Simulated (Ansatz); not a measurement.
Recipe of this trial structure of Sn2Ge3: random cell by space group and Wyckoff sites (P6/mmm, No. 191). Lengths were set from tabulated atomic sizes, so they are only a guess.

```yaml
crystal:
  lattice:
    - [4.26852, 0.00000, 0.00000]
    - [-2.13426, 3.69665, 0.00000]
    - [0.00000, 0.00000, 7.68640]
  atoms:
    - { symbol: Sn, position: [0.00000, 0.00000, 0.69687] }
    - { symbol: Sn, position: [0.00000, 0.00000, 0.30313] }
    - { symbol: Ge, position: [0.33333, 0.66667, 0.00000] }
    - { symbol: Ge, position: [0.66667, 0.33333, 0.00000] }
    - { symbol: Ge, position: [0.00000, 0.00000, 0.00000] }
```

Theory: Ansatz, DFT PBE, scalar-relativistic, plane waves, PAW. Cutoff 420 eV, Gaussian smearing, Γ-centred meshes. Cell and atoms relax first on a coarse mesh and then on a finer one. In between, the cell is made exact in the group found at 0.06 Å. In metals the finer mesh still leaves noise of several meV/atom or more. The steps can't lower the symmetry of their start. No spin polarisation.

A guess keeps its type if space group and coordination stay and the shape of the cell changes little (axis ratios within about 15 %, angles within 6°); the volume may change.

Q: Will the relaxed cell still be of the starting type?

A: It keeps its type. The symmetry stays P6/mmm (No. 191). The volume per atom grows by 42.7 %, from 24.3 to 34.6 Å³. The shortest distance goes from 2.33 Å (Sn–Ge) to 2.67 Å (Sn–Ge). The ratio c/a of the conventional cell changes by a factor of 0.99. Counting neighbours within 15 % of an atom's shortest distance, the start has Ge 6/8, Sn 1 and the end Ge 6/8, Sn 1.

The last run used a 12×12×6 mesh (in the run's order of axes) for its 5-atom cell and Gaussian smearing of 0.10 eV. Symmetry constrained the relaxation, so the result can be a saddle point. Another cell of Sn2Ge3 relaxed alike, in Fmmm, lies 0.47 eV/atom lower, so this cell isn't the stable form at this level.

In counts of neighbours, a slash parts the counts of unlike sites.
